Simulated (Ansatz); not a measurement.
Density of states of SnSe (Pnma, a = 11.676 Å, b = 4.125 Å, c = 4.698 Å, α = 90.00°, β = 90.00°, γ = 90.00°), in states per eV and primitive cell, averaged over bins of 0.3 eV. All numbers below come from DFT r2SCAN, scalar-relativistic, plane waves, PAW (Ansatz).

Plane waves to 500 eV, a k mesh through Γ of 4×6×6 on the computed 8-atom cell and Gaussian smearing (0.02 eV); no spin polarisation.

The cell is relaxed at this level. The states (both spins) are summed by tetrahedra on a 6×9×9 mesh at the self-consistent density. Energies are bin centres; the table starts no lower than −8 eV and ends at 6 eV, or lower where the solved bands end.

The gap is 1.02 eV at this level, with the zero inside it.

```
E − E_F (eV) total Se 4p Sn 5p Sn 5s Se 4s
       -7.90   4.94   1.43   0.21   3.13   0.15
       -7.60   5.20   1.52   0.22   3.28   0.17
       -7.30   4.78   1.45   0.22   2.88   0.22
       -7.00   4.22   1.31   0.20   2.38   0.31
       -6.70   1.81   0.53   0.08   0.99   0.20
       -6.40   1.28   0.34   0.06   0.70   0.17
       -6.10   0.94   0.21   0.06   0.53   0.14
       -5.80   0.55   0.13   0.03   0.30   0.09
       -5.50   0.08   0.02   0.00   0.04   0.01
       -5.20   0.58   0.33   0.22   0.02   0.01
       -4.90   2.60   1.48   0.98   0.09   0.03
       -4.60   4.51   2.69   1.57   0.17   0.05
       -4.30   4.77   2.96   1.57   0.16   0.05
       -4.00   5.47   3.52   1.68   0.16   0.07
       -3.70   6.48   4.36   1.80   0.19   0.08
       -3.40   5.95   4.07   1.56   0.19   0.07
       -3.10   6.56   4.65   1.56   0.22   0.07
       -2.80   6.11   4.51   1.28   0.19   0.07
       -2.50   7.92   5.99   1.46   0.32   0.06
       -2.20   5.94   4.34   1.08   0.41   0.03
       -1.90   4.63   2.72   1.14   0.67   0.04
       -1.60   5.98   3.46   1.37   0.99   0.07
       -1.30   5.44   3.07   1.17   1.06   0.05
       -1.00   5.43   3.17   0.85   1.30   0.03
       -0.70   1.63   0.98   0.19   0.43   0.01
       -0.40   0.01   0.00   0.00   0.00   0.00
       -0.10   0.00   0.00   0.00   0.00   0.00
        0.20   0.00   0.00   0.00   0.00   0.00
        0.50   0.02   0.00   0.01   0.00   0.00
        0.80   0.73   0.12   0.46   0.06   0.07
        1.10   2.77   0.44   1.77   0.23   0.22
        1.40   4.28   0.77   2.69   0.32   0.31
        1.70   5.18   0.95   3.37   0.30   0.32
        2.00   5.00   0.99   3.27   0.21   0.27
        2.30   5.60   1.15   3.68   0.18   0.21
        2.60   6.60   1.43   4.22   0.19   0.16
        2.90   7.52   1.77   4.75   0.22   0.16
        3.20   5.01   1.12   3.27   0.11   0.09
        3.50   5.90   1.17   3.88   0.08   0.09
        3.80   5.45   1.15   3.50   0.07   0.08
        4.10   6.42   1.42   3.98   0.08   0.09
        4.40   4.86   1.13   2.90   0.07   0.08
        4.70   5.36   1.15   3.13   0.07   0.09
        5.00   3.98   0.92   2.32   0.05   0.06
        5.30   2.98   0.73   1.77   0.04   0.05
        5.60   1.24   0.33   0.69   0.02   0.01
```

The columns after the total are the Löwdin projections on the occupied valence shells of the potentials. The rest of the total lies in shells that are empty in the free atom, which aren't projected, and between the atoms.

Cost: 1 run of about 15 core-minutes, on Intel Xeon Processor @ 2.50GHz (Skylake/Cascade Lake) (shared hosts).